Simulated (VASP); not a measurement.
A run of VASP 6.6.1 is set up as follows.

INCAR

```
  PREC = Accurate
  ENCUT = 600
  EDIFF = 1E-7
  ISMEAR = 0
  SIGMA = 0.03
  LREAL = F
  LASPH = T
  NELM = 80
  ALGO = Normal
  ISIF = 3
  LWAVE = F
  LCHARG = F
  IBRION = 2
  NSW = 90
  EDIFFG = -0.005
```

KPOINTS

```
Automatic mesh
0
Gamma
  9 9 5
```

POSCAR

```
ZnO                                     
1.0
    3.1939361006      0.0000000000     -0.0000000000
   -1.5969680503      2.7660298012      0.0000000000
   -0.0000000000      0.0000000000      5.1636354472
  Zn              O             
     2     2
Direct
     0.3333333332999970    0.6666666667000030    0.5003505570145632
     0.6666666667000030    0.3333333332999970    0.0003505570145633
     0.6666666667000030    0.3333333332999970    0.3786594429854378
     0.3333333332999970    0.6666666667000030    0.8786594429854379
```

Potentials or basis: VASP PAW LDA potentials, release 64 (Zn, O).

Run with:

```console
$ cat potpaw_LDA.64/Zn/POTCAR potpaw_LDA.64/O/POTCAR > POTCAR
$ mpirun -np 1 vasp_std > vasp.out
```

(1) Estimate the band gap on the k mesh.

Answers

(1) 0.80 eV, direct.

Caveat: the relaxation stopped at its first step, so nothing moved.
